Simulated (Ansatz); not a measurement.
# MgF2: frozen-core PAW against all-electron methods

```xyz
6
Lattice="4.6213 0.0000 0.0000 0.0000 4.6213 0.0000 0.0000 0.0000 3.0762" Properties=species:S:1:pos:R:3 pbc="T T T"
Mg    0.0000    0.0000    0.0000
Mg    2.3106    2.3106    1.5381
F     1.3993    1.3993    0.0000
F     0.9113    3.7100    1.5381
F     3.2220    3.2220    0.0000
F     3.7100    0.9113    1.5381
```

Atom numbers follow the list: Mg1, Mg2, F3, F4, F5, F6.

The geometry is COD entry 9007534, unchecked; take it as a test cell. The listed cell was then made from it by scaling, straining or moving an atom.

All numbers are computed: DFT, LDA, PAW with Ansatz's default frozen-core files, scalar-relativistic (Ansatz 0.2.0); DFT, LDA, all-electron LAPW, scalar-relativistic (Ansatz 0.2.0).

For PAW: a Γ-centred 5×5×7 k mesh, Fermi–Dirac smearing of 0.02 eV, cutoff 420 eV, no spin polarisation; the PAW files were made with PBE, and the program remakes their frozen cores for this functional. LAPW targets a basis error of 1 meV/atom. The Ansatz runs share mesh, smearing and spin set-up. Plane-wave (PAW) pressures include the program's estimate of the Pulay term.

Stress and pressure are positive in compression.

PAW results:

```csv
quantity,PAW
pressure (GPa),-5.19
stress xx (GPa),-4.67
stress zz (GPa),-6.23
"force on F3, x (eV/Å)",0.066
band gap (eV),6.732
```

Task: What does all-electron LAPW give for the same quantities?

Result: 
```
             quantity   LAPW
       pressure (GPa)  -5.06
      stress xx (GPa)  -4.55
      stress zz (GPa)  -6.07
force on F3, x (eV/Å)  0.065
        band gap (eV)  6.716
```
